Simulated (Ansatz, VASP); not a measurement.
This is a calculation of ZnS for Ansatz 0.2.0. 

File input.yaml:

```yaml
crystal:
  lattice:
    - [0.0, 2.702, 2.702]
    - [2.702, 0.0, 2.702]
    - [2.702, 2.702, 0.0]
  atoms:
    - { symbol: Zn, position: [0.75, 0.75, 0.75] }
    - { symbol: S, position: [0.0, 0.0, 0.0] }
kpoints:
  mp_grid: { grid: [9, 9, 9] }
scf:
  occupations: { method: fermi_dirac, width: 0.05 }
hamiltonian:
  xc: rpbe
  pseudopotentials: { kind: all_electron, lapw: { basis_error: 0.001 } }
output:
  forces: true
  stress: true
relax:
  f_tol: 0.01
  max_steps: 60
  cell: {}
```

Potentials or basis: all-electron LAPW, scalar-relativistic.

Run with:

```sh
$ ansatz run input.yaml --threads 1 --pin off --max-ram 3072MiB --backend cpu --events-out ev --progress --plain --runs-dir out
```

**Question.** What does the same run look like in VASP 6.6.1? Potentials or basis there: PBE PAW files S, Zn, 600 eV.

**Answer.** As run (cutoffs and basis follow the program's own potentials, and thresholds, step limits or extra output files can differ):

The input INCAR:

```
SYSTEM = ZnS
PREC = Accurate ; ENCUT = 600
EDIFF = 1E-7 ; ISMEAR = -1
SIGMA = 0.05 ; LREAL = .False.
LASPH = .True. ; NELM = 100
ALGO = Normal ; ISIF = 3
LWAVE = .False. ; LCHARG = .False.
GGA = RP ; IBRION = 2
NSW = 40 ; EDIFFG = -0.01
```

The input KPOINTS:

```
regular mesh
0
Gamma
  9 9 9
  0 0 0
```

POSCAR

```
ZnS
1.0
    0.0000000000      2.7020000000      2.7020000000
    2.7020000000      0.0000000000      2.7020000000
    2.7020000000      2.7020000000      0.0000000000
Zn S
1 1
Direct
    0.7500000000      0.7500000000      0.7500000000
    0.0000000000      0.0000000000      0.0000000000
```

Potentials or basis: VASP PAW PBE potentials, release 64 (Zn, S).

The run is started by

```sh
$ cat potpaw_PBE.64/Zn/POTCAR potpaw_PBE.64/S/POTCAR > POTCAR
$ mpirun -np 1 vasp_std > vasp.out
```

Both were run:

|  | Ansatz | VASP |
| --- | --- | --- |
| Relaxed volume | 20.93 Å³/atom | 20.96 Å³/atom |
| Relaxed cell | a = 3.898 Å, b = 3.898 Å, c = 3.898 Å, α = 60.00°, β = 60.00°, γ = 60.00° | a = 3.899 Å, b = 3.899 Å, c = 3.899 Å, α = 60.00°, β = 60.00°, γ = 60.00° |
| Space group after relaxing | F-43m (No. 216) | F-43m (No. 216) |
| Pressure after relaxing | 0.0 GPa | 0.0 GPa |

VASP's potentials were made for PBE.

Where Ansatz's input types no cutoff or centring, it takes its own default and a Γ-centred mesh.

Pressure is positive in compression.
